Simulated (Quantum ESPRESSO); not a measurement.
**BAs: dielectric tensor and Born charges under several settings**

```
As B
1.0
     0.00000    2.38850    2.38850
     2.38850    0.00000    2.38850
     2.38850    2.38850    0.00000
As B
1 1
Cartesian
  3.5827 3.5827 3.5827
  0.0000 0.0000 0.0000
```

All runs used Quantum ESPRESSO 7.5; k mesh 8 × 8 × 8, shifted; given cell; no spin polarisation; cutoff 612 eV; occupations smeared at first, fixed for the response.

```csv
level,potentials,pressure (GPa),ε∞ (diagonal),Born charge of atom 1 (e)
LDA,GBRV 1.5 LDA,-2.6,9.74,0.48
PBE,GBRV 1.5 PBE,3.7,9.74,0.52
PBEsol,GBRV 1.5 PBEsol,0.3,9.86,0.49
WC,GBRV 1.5 PBE,0.5,9.87,0.48
BLYP,GBRV 1.5 PBE,?,?,?
AM05,GBRV 1.5 PBE,0.0,9.84,0.50
```

Problem. What stands in the row left open?

Solution. Pressure 9.2 GPa; ε∞ 9.47; Born charge of atom 1 0.45 e.

Caveats: the potentials were made for another functional, which shifts forces and pressure (some runs); the cell is more than 3 GPa from zero pressure, which shifts response properties (some runs).

For the row left open. Caveat: the potentials were made for another functional, which shifts forces and pressure; the cell is more than 3 GPa from zero pressure, which shifts response properties.
